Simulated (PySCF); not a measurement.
# C5H6: the cost of one run

Computed with PySCF 2.14.0 and routines of our own; the level stands in each step. Atoms count from 0.

## Step 1: The system as given

11 atoms, charge 0, multiplicity 1; geometry from: GFN2-xTB.

## Step 2: Geometry optimisation at PBE0-D3(BJ)/def2-SVP

Job settings and geometry (Å):

```
{"job": {"xc": "PBE0", "basis": "def2-SVP", "d3": "d3bj", "grid": 1, "kind": "geom"}, "charge": 0, "multiplicity": 1}
C     -1.045756     0.740248    -0.202928
C      0.228688     1.148049    -0.154776
C      1.117100    -0.024886     0.097580
C      0.146500    -1.156112     0.182611
C     -1.096877    -0.691535     0.006449
H     -1.913808     1.353131    -0.368495
H      0.600870     2.149003    -0.272256
H      1.689260     0.090330     1.020828
H      1.839708    -0.168975    -0.708574
H      0.446901    -2.172233     0.360235
H     -2.007162    -1.264350     0.013363
```

Started as:

```sh
$ OMP_NUM_THREADS=1 python excited_run.py task.json out
```

One launch serves the whole session: the jobs run in the order shown.

**Question.** How long does this first job take on 1 thread of Arm Neoverse V1, shared host, and how much memory does it need?

About 6.6 s, with a peak of 0.47 GiB.
